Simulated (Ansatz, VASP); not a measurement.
**One calculation of CaB, two programs**

```
Ca B
1.0
     3.67900    0.00000    0.00000
    -1.83950    3.18611    0.00000
     0.00000    0.00000    3.55931
Ca B
1 1
Cartesian
  1.8395 1.0620 1.7797
  0.0000 2.1241 0.0000
```

Alike in both runs: functional PBE; k mesh 18 × 18 × 16; occupations gaussian, width 0.1 eV; no spin polarisation.

Ansatz relaxed the structure, and its values are those at the end. VASP's run is a single point on that final structure, the one shown.

|  | VASP | Ansatz |
| --- | --- | --- |
| version | VASP 6.6.1 | Ansatz 0.2.0 |
| potentials or method | VASP PAW PBE potentials, release 64 (Ca_sv, B) | scalar-relativistic, plane waves, PAW |
| plane-wave cutoff (eV) | 520 | 420 |
| valence electrons in the cell | 13 | 13 |

```csv
,VASP,Ansatz,Ansatz less VASP
gap on the k mesh at the Fermi level (eV),none,none,-
pressure (GPa),0.1,0.0,-0.11
```

A gap of «none» marks a metal or a gap that the smearing closes. The functional is the same, so the differences come from potentials, cutoffs and numerics.
